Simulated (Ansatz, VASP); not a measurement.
# RbBr in VASP and in Ansatz

The input POSCAR:

```
RbBr
1.0
    0.0832328675      3.4608260907      3.4608260907
    3.4608260907      0.0832328675      3.4608260907
    3.5440589582      3.5440589582      0.0000000000
Rb Br
1 1
Direct
    0.0000000000      0.0000000000      0.0000000000
    0.5000000000      0.5000000000      0.5000000000
```

The input INCAR.step1:

```
PREC     = Accurate       # precision mode
ENCUT    = 520            # plane-wave cutoff, eV
ISMEAR   = 0              # smearing method
SIGMA    = 0.01           # smearing width, eV
LREAL    = False          # projectors in reciprocal space
LASPH    = True           # aspherical terms in the spheres
NELM     = 100            # most SCF steps
NBANDS   = 15             # bands
GGA      = PE             # functional
ALGO     = Normal         # electronic algorithm
EDIFF    = 1E-4           # SCF threshold, eV
LWAVE    = True           # write WAVECAR
LCHARG   = False          # write CHGCAR
```

Contents of INCAR.step2:

```
PREC     = Accurate       # precision mode
ENCUT    = 520            # plane-wave cutoff, eV
EDIFF    = 1E-6           # SCF threshold, eV
ISMEAR   = 0              # smearing method
SIGMA    = 0.01           # smearing width, eV
LREAL    = False          # projectors in reciprocal space
LASPH    = True           # aspherical terms in the spheres
NELM     = 100            # most SCF steps
ALGO     = Normal         # electronic algorithm
ISIF     = 2              # what is computed and relaxed
LWAVE    = False          # write WAVECAR
LCHARG   = False          # write CHGCAR
METAGGA  = R2SCAN         # meta-GGA
LMIXTAU  = True         
NBANDS   = 15             # bands
ISTART   = 1
```

The input KPOINTS:

```
Automatic mesh
0
Gamma
  6 6 6
```

Input for Ansatz:

```yaml
crystal:
  lattice:
    - [0.0832328675, 3.4608260907, 3.4608260907]
    - [3.4608260907, 0.0832328675, 3.4608260907]
    - [3.5440589582, 3.5440589582, 0.0]
  atoms:
    - { symbol: Rb, position: [0.0, 0.0, 0.0] }
    - { symbol: Br, position: [0.5, 0.5, 0.5] }
kpoints:
  mp_grid: { grid: [6, 6, 6] }
  band_path:
    path:
      - [0.0, 0.0, 0.0]
      - [0.5, 0.0, 0.5]
      - [0.625, 0.25, 0.625]
      - [0.375, 0.375, 0.75]
      - [0.5, 0.5, 0.5]
      - [0.5, 0.25, 0.75]
    npoints: 1
hamiltonian:
  xc: r2scan
scf:
  occupations: { method: fixed }
  n_extra_bands: 4
output:
  forces: true
  stress: true
  eigenvalues: true
```

Change from the starting cell: shear_xy strain +4.8%.

Alike in both runs: task single point; functional r2SCAN; k mesh 6 × 6 × 6; no spin polarisation.

|  | VASP | Ansatz |
| --- | --- | --- |
| version | VASP 6.6.1 | Ansatz 0.2.0 |
| potentials or method | VASP PAW PBE potentials, release 64 (Rb_sv, Br) | plane waves, PAW |
| plane-wave cutoff (eV) | 520 | 500 |
| occupations | gaussian, width 0.01 eV | fixed |
| valence electrons in the cell | 16 | 16 |

```tsv
	VASP	Ansatz	Ansatz less VASP
gap on the k mesh at the Fermi level (eV)	4.85	4.85	0.000
pressure (GPa)	0.0	0.0	-0.02
largest component of the traceless stress (GPa)	0.19	0.19	+0.001
```

Caveats: the PAW data sets were made with another functional, which shifts forces and pressure a little (VASP).
